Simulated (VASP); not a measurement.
Input of a VASP 6.6.1 run:

Contents of INCAR:

```
SYSTEM = PbO
ALGO = Normal ; EDIFF = 1E-7
EDIFFG = -0.005 ; ENCUT = 600
IBRION = 2 ; ISIF = 3
ISMEAR = 0 ; LASPH = .True.
LCHARG = .False. ; LREAL = .False.
LWAVE = .False. ; NELM = 100
NSW = 90 ; PREC = Accurate
SIGMA = 0.02
```

File KPOINTS:

```
k-points
0
Gamma
  6 6 6
  0 0 0
```

The input POSCAR:

```
PbO
1.0
    6.1013824500      0.0000000000      0.0000000000
    0.0000000000      5.6211472400      0.0000000000
    0.0000000000      0.0000000000      4.7282601100
Pb O
4 4
Direct
    0.2229512300      0.0153365300      0.7500000000
    0.7770487700      0.9846634700      0.2500000000
    0.7770487700      0.5153365300      0.7500000000
    0.2229512300      0.4846634700      0.2500000000
    0.8715019900      0.9049934200      0.7500000000
    0.1284980100      0.0950065800      0.2500000000
    0.1284980100      0.4049934200      0.7500000000
    0.8715019900      0.5950065800      0.2500000000
```

Potentials or basis: VASP PAW LDA potentials, release 64 (Pb_d, O).

Run with:

```sh
$ cat potpaw_LDA.64/Pb_d/POTCAR potpaw_LDA.64/O/POTCAR > POTCAR
$ mpirun -np 1 vasp_std > vasp.out
```

(1) What does it give for the band gap on the k mesh?

(2) What does it give for the relaxed volume?

## Answers

(1) 1.98 eV, indirect (least direct gap 2.26 eV).

(2) 18.18 Å³/atom.

Caveat: spin-orbit coupling is left out, which as a rule narrows the gap of such compounds by several tenths of an eV.
